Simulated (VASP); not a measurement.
# Ca (P6_3/mmc) in VASP: a series of runs

One crystal, Ca, is run at these levels: RPBE; tasks: single point.

Program: VASP 6.6.1. These are calculated values, not measurements. Logs are shortened: lines on timing, memory, paths and dates and some standing lists are left out, and cuts for length are marked.

### Step 1. Starting point

Symmetry: P6_3/mmc, No. 194, hexagonal system. Conventional cell: a = 3.975 Å, b = 3.975 Å, c = 13.026 Å, α = 90.00°, β = 90.00°, γ = 120.00°. Ca (site symmetry -3m) has 12 Ca at 3.98 Å as nearest neighbours. Ca (site symmetry -6m2) has 12 Ca at 3.98 Å as nearest neighbours.

This isn't the form of Ca at room conditions, which is fcc.

### Step 2. Single point, RPBE

File INCAR:

```
ALGO = Fast ; EDIFF = 1E-7
ENCUT = 520 ; GGA = RP
ISIF = 2 ; ISMEAR = -1
LASPH = True ; LCHARG = False
LREAL = False ; LWAVE = False
NBANDS = 28 ; NELM = 100
PREC = Accurate ; SIGMA = 0.1
```

File KPOINTS:

```
k-points
0
Gamma
  12 12 4
```

File POSCAR:

```
Ca
1.0
    3.9754003593      0.0000000000      0.0000000000
   -1.9877001796      3.4427977014      0.0000000000
    0.0000000000      0.0000000000     13.0256563765
Ca
4
Direct
    0.0000000000      0.0000000000      0.0000000000
    0.0000000000      0.0000000000      0.5000000000
    0.3333333333      0.6666666667      0.2500000000
    0.6666666667      0.3333333333      0.7500000000
```

Potentials or basis: VASP PAW PBE potentials, release 64 (Ca_sv).

Started as:

```sh
> cat potpaw_PBE.64/Ca_sv/POTCAR > POTCAR
> mpirun -np 1 vasp_std > vasp.out
```

OUTCAR:

```text
EDIFF = 1E-7
   ENCUT = 520
   GGA = RP
   ISIF = 2
   ISMEAR = -1
   LASPH = True
   LREAL = False
   NELM = 100
   PREC = Accurate

 ion  position               nearest neighbor table
   1  0.000  0.000  0.000-
   2  0.000  0.000  0.500-
   3  0.333  0.667  0.250-
   4  0.667  0.333  0.750-

  LATTYP: Found a hexagonal cell.
 ALAT       =     3.9754003593
 C/A-ratio  =     3.2765646725

  Lattice vectors:

 A1 = (   3.9754003593,   0.0000000000,   0.0000000000)
 A2 = (  -1.9877001796,   3.4427977014,   0.0000000000)
 A3 = (   0.0000000000,   0.0000000000,  13.0256563765)

Analysis of symmetry for initial positions (statically):
=====================================================================
 Subroutine PRICEL returns:
 Original cell was already a primitive cell.

 Routine SETGRP: Setting up the symmetry group for a
 hexagonal supercell.

 Subroutine GETGRP returns: Found 24 space group operations
 (whereof 12 operations were pure point group operations)
 out of a pool of 24 trial point group operations.

The static configuration has the point symmetry D_3d.
 The point group associated with its full space group is D_6h.

Analysis of symmetry for dynamics (positions and initial velocities):
=====================================================================
 Subroutine PRICEL returns:
 Original cell was already a primitive cell.

 Routine SETGRP: Setting up the symmetry group for a
 hexagonal supercell.

 Subroutine GETGRP returns: Found 24 space group operations
 (whereof 12 operations were pure point group operations)
 out of a pool of 24 trial point group operations.

The dynamic configuration has the point symmetry D_3d.
 The point group associated with its full space group is D_6h.

 Subroutine INISYM returns: Found 24 space group operations
 (whereof 12 operations are pure point group operations),
 and found     1 'primitive' translations

----------------------------------------------------------------------------------------

                                     Primitive cell

  volume of cell :     178.2756

  direct lattice vectors                    reciprocal lattice vectors
[... 87 lines left out ...]
   LSORBIT =      F    spin-orbit coupling
   LASPH  =      T    aspherical Exc in radial PAW
   ENCUT  =  520.0 eV  38.22 Ry    6.18 a.u.   7.39  7.39 24.22*2*pi/ulx,y,z
   NELM   =    100;   NELMIN=  2; NELMDL= -5     # of ELM steps
   EDIFF  = 0.1E-06   stopping-criterion for ELM
   LREAL  =      F    real-space projection
   EDIFFG = 0.1E-05   stopping-criterion for IOM
   NSW    =      0    number of steps for IOM
   IBRION =     -1    ionic relax: 0-MD 1-quasi-New 2-CG
   NFREE  =      0    steps in history (QN), initial steepest desc. (CG)
   ISIF   =      2    stress and relaxation
   ISYM   =      2    0-nonsym 1-usesym 2-fastsym
   POTIM  = 0.5000    time-step for ionic-motion
   TEBEG  =    0.0;   TEEND  =   0.0 temperature during run
   PSTRESS=    0.0 pullay stress
   NELECT =      40.0000    total number of electrons
   NUPDOWN=      -1.0000    fix difference up-down
   EMIN   =  10.00;   EMAX   =-10.00  energy-range for DOS
   EFERMI =   0.00;   METHOD = LEGACY
   ISMEAR =    -1;   SIGMA  =   0.10  broadening in eV -4-tet -1-fermi 0-gaus
   EFERMI_NEDOS =   21; number of points for ismear=-14 and -15
   IALGO  =     68    algorithm
   IMIX   =      4    mixing-type and parameters
     AMIX     =   0.40;   BMIX     =  1.00
     AMIX_MAG =   1.60;   BMIX_MAG =  1.00
  volume/ion in A,a.u.               =      44.57       300.77
  Fermi-wavevector in a.u.,A,eV,Ry     =   0.994789  1.879878 13.464387  0.989604
  Thomas-Fermi vector in A             =   2.126764
   LORBIT       =      0    0 simple, 1 ext, 2 COOP (PROOUT), +10 PAW based schemes
   GGA     = RP    functional components
   LHFCALC =     F    Hartree Fock is set to
   AEXX    =    0.0000 exact exchange contribution
   IVDW    =     0    specifies the selected vdW correction
   LEPSILON=     F    determine dielectric tensor
   LRPA    =     F    only Hartree local field effects (RPA)
 non-spin polarized calculation
 RMM-DIIS sequential band-by-band and
  energy-cutoff  :      520.00
  volume of cell :      178.28
 maximum number of plane-waves:      4843
 NGX is ok and might be reduce to    30
   NGX = 15   NGY = 15   NGZ = 49

 number of electron      39.9999995 magnetization

 Free energy of the ion-electron system (eV)
  ---------------------------------------------------
  ext. energy  EPLUGINS =         0.00000000
  ---------------------------------------------------
  free energy    TOTEN  =        -7.05218908 eV

  energy without entropy =       -6.87807995  energy(sigma->0) =       -6.96513452

 E-fermi :   1.8751     XC(G=0):  -7.4459

 val. band max:        1.8661068633   @ k =   0.2500   0.0833   0.0000
 cond. band min:       1.8784080590   @ k =   0.5000   0.0000   0.2500
 fundamental gap:      0.0123011958
 Fermi energy:         1.8751117652

 k-point     1 :       0.0000    0.0000    0.0000
  band No.  band energies     occupation
      1     -40.3943      2.00000
      2     -40.3918      2.00000
      3     -40.3844      2.00000
      4     -40.3818      2.00000
      5     -21.3645      2.00000
      6     -21.3125      2.00000
[... 733 lines left out ...]
     27       3.7846      0.00000
     28       3.9549      0.00000

 [... further k-points ...]

------------------------ aborting loop because EDIFF is reached ----------------------------------------

  FORCE on cell =-STRESS in cart. coord.  units (eV):
  Direction    XX          YY          ZZ          XY          YZ          ZX
  --------------------------------------------------------------------------------------
  -------------------------------------------------------------------------------------
  Total        0.0254636      0.0254636     -0.0066114      0.0000000     -0.0000000      0.0000000
  in kB        0.2288432      0.2288432     -0.0594168      0.0000000     -0.0000000      0.0000000
  external PRESSURE =       0.1327565 kB  Pullay stress =       0.0000000 kB

 VOLUME and BASIS-vectors are now :
 -----------------------------------------------------------------------------
  energy-cutoff  :      520.00
  volume of cell :      178.28
      direct lattice vectors                 reciprocal lattice vectors
     3.975400359  0.000000000  0.000000000     0.251546991  0.145230723  0.000000000
    -1.987700180  3.442797701  0.000000000     0.000000000  0.290461446  0.000000000
     0.000000000  0.000000000 13.025656377     0.000000000  0.000000000  0.076771563

 POSITION                                       TOTAL-FORCE (eV/Angst)
 -----------------------------------------------------------------------------------
      0.00000      0.00000      0.00000         0.000000     -0.000000      0.000000
      0.00000      0.00000      6.51283         0.000000     -0.000000      0.000000
     -0.00000      2.29520      3.25641         0.000000      0.000000      0.000000
      1.98770      1.14760      9.76924        -0.000000     -0.000000      0.000000
 -----------------------------------------------------------------------------------
    total drift:                               -0.000000      0.000000      0.000000

  FREE ENERGIE OF THE ION-ELECTRON SYSTEM (eV)
  ---------------------------------------------------
  free  energy   TOTEN  =        -7.0521890846 eV

  energy  without entropy=       -6.8780799548  energy(sigma->0) =       -6.96513452
```

OSZICAR:

```text
N       E                     dE             d eps       ncg     rms          rms(c)
DAV:   1     0.388235510631E+03    0.38824E+03   -0.19444E+04  3240   0.129E+03
DAV:   2     0.163290903291E+02   -0.37191E+03   -0.36788E+03  3296   0.389E+02
DAV:   3    -0.472008954438E+01   -0.21049E+02   -0.20649E+02  5228   0.690E+01
[... 17 lines left out ...]
RMM:  21    -0.705218827022E+01   -0.63961E-06   -0.94902E-07  3485   0.357E-03    0.202E-03
RMM:  22    -0.705218871793E+01   -0.44771E-06   -0.47505E-07  3128   0.282E-03    0.905E-04
RMM:  23    -0.705218894362E+01   -0.22569E-06   -0.29510E-07  2776   0.209E-03    0.339E-04
RMM:  24    -0.705218907009E+01   -0.12647E-06   -0.16848E-07  2593   0.175E-03    0.870E-05
RMM:  25    -0.705218908464E+01   -0.14551E-07   -0.13178E-07  2458   0.139E-03
   1 F= -.70521891E+01 E0= -.69651345E+01  d E =-.174109E+00
```

It took 6.1 min on 1 thread of Intel Xeon Platinum 8559C (Emerald Rapids), shared host; peak memory 0.42 GiB.

Results:

```
Free energy            : -7.0522 eV
Pressure               : 0.0 GPa
Band gap on the k mesh : none (metal or under the smearing width)
```

Caveat: the PAW data sets were made with another functional, which shifts forces and pressure a little.

### Step 3. Single point, RPBE

This run uses another cell than the first one, of 41.00 Å³/atom, 0.920 times its volume.

File INCAR:

```
SYSTEM = Ca
  ALGO = Fast
  EDIFF = 1E-7
  ENCUT = 520
  GGA = RP
  ISIF = 2
  ISMEAR = -1
  LASPH = .TRUE.
  LCHARG = .FALSE.
  LREAL = .FALSE.
  LWAVE = .FALSE.
  NBANDS = 28
  NELM = 80
  PREC = Accurate
  SIGMA = 0.1
```

File KPOINTS:

```
k-points
0
G
  10 10 3
  0 0 0
```

File POSCAR:

```
Ca
1.0
    3.8664299692      0.0000000000      0.0000000000
   -1.9332149846      3.3484265753      0.0000000000
    0.0000000000      0.0000000000     12.6686078459
Ca
4
Direct
    0.0000000000      0.0000000000      0.0000000000
    0.0000000000      0.0000000000      0.5000000000
    0.3333333333      0.6666666667      0.2500000000
    0.6666666667      0.3333333333      0.7500000000
```

Potentials or basis: VASP PAW PBE potentials, release 64 (Ca_sv).

Started as:

```sh
> cat potpaw_PBE.64/Ca_sv/POTCAR > POTCAR
> mpirun -np 1 vasp_std > vasp.out
```

It took 2.2 min on 1 thread of Intel Xeon Platinum 8559C (Emerald Rapids), shared host; peak memory 0.33 GiB.

It converged, with:

```yaml
Free_energy: -6.9868 eV
Pressure: 1.6 GPa
Band_gap_on_the_k_mesh: none (metal or under the smearing width)
```

Stress tensor (GPa, compression positive):
```
1.52 0.00 0.00
0.00 1.52 0.00
0.00 0.00 1.66
```

Levels at points of the mesh, in eV from the Fermi level:
| k point | band 17 | band 18 | band 19 | band 20 | band 21 | band 22 | band 23 | band 24 |
| --- | --- | --- | --- | --- | --- | --- | --- | --- |
| (0.00, 0.00, 0.00) | -4.10 | -3.06 | -3.06 | -1.01 | -0.20 | 1.44 | 1.45 | 2.31 |
| (0.50, 0.00, 0.00) | -1.05 | -0.82 | -0.68 | -0.57 | -0.02 | 0.10 | 0.47 | 0.47 |

Caveat: the PAW data sets were made with another functional, which shifts forces and pressure a little.

### Step 4. Single point, RPBE

File INCAR:

```
SYSTEM = Ca
PREC     = Accurate       ! precision mode
ENCUT    = 520            ! plane-wave cutoff, eV
EDIFF    = 1E-6           ! SCF threshold, eV
ISMEAR   = -1             ! smearing method
SIGMA    = 0.1            ! smearing width, eV
LREAL    = .False.        ! projectors in reciprocal space
LASPH    = .True.         ! aspherical terms in the spheres
NELM     = 100            ! most SCF steps
ALGO     = Fast           ! electronic algorithm
ISIF     = 2              ! what is computed and relaxed
LWAVE    = .False.        ! write WAVECAR
LCHARG   = .False.        ! write CHGCAR
GGA      = RP             ! functional
NBANDS   = 28             ! bands
```

File KPOINTS:

```
Automatic mesh
0
Gamma
  10 10 3
  0 0 0
```

File POSCAR:

```
Ca
1.0
    3.9754003593      0.0000000000      0.0000000000
   -1.9877001796      3.4427977014      0.0000000000
    0.0000000000      0.0000000000     13.0256563765
Ca
4
Direct
    0.0000000000      0.0000000000      0.0000000000
    0.0000000000      0.0000000000      0.5000000000
    0.3333333333      0.6666666667      0.2500000000
    0.6666666667      0.3333333333      0.7500000000
```

Started as:

```sh
> cat potpaw_PBE.64/Ca_sv/POTCAR > POTCAR
> mpirun -np 1 vasp_std > vasp.out
```

Wall time 2.2 min (1 thread of Intel Xeon Platinum 8559C (Emerald Rapids), shared host); peak memory 0.34 GiB.

Results (log left out):

* Free energy: -7.0558 eV
* Pressure: 0.0 GPa
* Band gap on the k mesh: none (metal or under the smearing width)

Levels at points of the mesh, in eV from the Fermi level:
| k point | band 16 | band 17 | band 18 | band 19 | band 20 | band 21 | band 22 | band 23 | band 24 | band 25 |
| --- | --- | --- | --- | --- | --- | --- | --- | --- | --- | --- |
| (0.00, 0.00, 0.00) | -23.13 | -3.94 | -2.97 | -2.97 | -0.97 | -0.26 | 1.39 | 1.40 | 2.21 | 2.22 |
| (0.50, 0.00, 0.00) | -23.15 | -1.03 | -0.82 | -0.62 | -0.53 | -0.05 | 0.03 | 0.49 | 0.51 | 1.16 |

Caveat: the PAW data sets were made with another functional, which shifts forces and pressure a little.

### Step 5. The runs side by side

```tsv
cell	k mesh	further INCAR settings	gap on the mesh (eV)	pressure (GPa)
P6_3/mmc, 44.57 Å³/atom	12 × 12 × 4	ALGO = Fast; EDIFF = 1e-07; NBANDS = 28	none	0.0
P6_3/mmc, 41.0 Å³/atom	10 × 10 × 3	ALGO = Fast; EDIFF = 1e-07; NBANDS = 28	none	1.6
P6_3/mmc, 44.57 Å³/atom	10 × 10 × 3	ALGO = Fast; EDIFF = 1e-06; NBANDS = 28	none	0.0
```

Alike in all rows: task single point; level RPBE; potentials or basis VASP PAW PBE potentials, release 64 (Ca_sv); no spin polarisation; cutoff (eV) 520; smearing fermi-dirac 0.1 eV.

Every run on the cell as given and a fine mesh finds a metal.

Caveats: the PAW data sets were made with another functional, which shifts forces and pressure a little.

Total energies depend on the potentials used, so only differences within one code and one set of settings carry meaning.
